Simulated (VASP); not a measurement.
SnSe:

```
CELL_PARAMETERS angstrom
0.00000 3.00000 3.00000
3.00000 0.00000 3.00000
3.00000 3.00000 0.00000
ATOMIC_POSITIONS crystal
Se 0.50000 0.50000 0.50000
Sn 0.00000 0.00000 0.00000
```

The cell was built by a generator and needn't be a form met in nature.

```yaml
Program: VASP 6.6.1
Task: relaxation of cell and atoms
Functional: PBE
Potentials_or_basis: VASP PAW PBE potentials, release 64 (Se, Sn_d)
Cutoff: 600 eV
k_mesh: 10 × 10 × 10
Occupations: gaussian, width 0.03 eV
Spin: no spin polarisation
```

At the start: pressure 1.6 GPa; volume 27.00 Å³/atom.

Question: Where does the relaxation end?

Answer: Over 3 steps the energy falls by 4.1 meV/atom and the volume is 27.85 Å³/atom (+3.1 %); space group Fm-3m (No. 225, to 0.05 Å).

The path:
| step | energy change (eV) | largest force (eV/Å) | pressure (GPa) | volume (Å³) |
| --- | --- | --- | --- | --- |
| 1 | 0.0000 | 0.0000 | 1.58 | 54.00 |
| 2 | -0.0077 | 0.0000 | -0.35 | 56.11 |
| 3 | -0.0082 | 0.0000 | -0.05 | 55.69 |

Final structure:
```yaml
crystal:
  lattice:
    - [0.00000, 3.03100, 3.03100]
    - [3.03100, 0.00000, 3.03100]
    - [3.03100, 3.03100, 0.00000]
  atoms:
    - { symbol: Se, position: [0.50000, 0.50000, 0.50000] }
    - { symbol: Sn, position: [0.00000, 0.00000, 0.00000] }
```
